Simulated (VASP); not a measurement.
Input of a VASP 6.6.1 run:

Contents of INCAR:

```
SYSTEM = Mg
ALGO = Fast ; EDIFF = 1E-6
ENCUT = 520 ; GGA = PE
ISIF = 2 ; ISMEAR = -1
LASPH = .True. ; LCHARG = .False.
LREAL = .False. ; LWAVE = .False.
NBANDS = 7 ; NELM = 80
PREC = Accurate ; SIGMA = 0.03
```

File KPOINTS:

```
k-points
0
Gamma
  5 5 5
  0 0 0
```

The input POSCAR:

```
Mg
1.0
    0.0000000000      2.2442560000      2.2442560000
    2.2442560000      0.0000000000      2.2442560000
    2.2442560000      2.2442560000      0.0000000000
Mg
1
Direct
    0.0000000000      0.0000000000      0.0000000000
```

Potentials or basis: VASP PAW PBE potentials, release 64 (Mg).

The run is started by

```console
$ cat potpaw_PBE.64/Mg/POTCAR > POTCAR
$ mpirun -np 1 vasp_std > vasp.out
```

Predict the pressure.

1.1 GPa.

What does it give for the band gap on the k mesh?

None (metal or under the smearing width).

Caveat: the k mesh is coarse (spacing up to 0.48 Å⁻¹), so the values aren't converged.
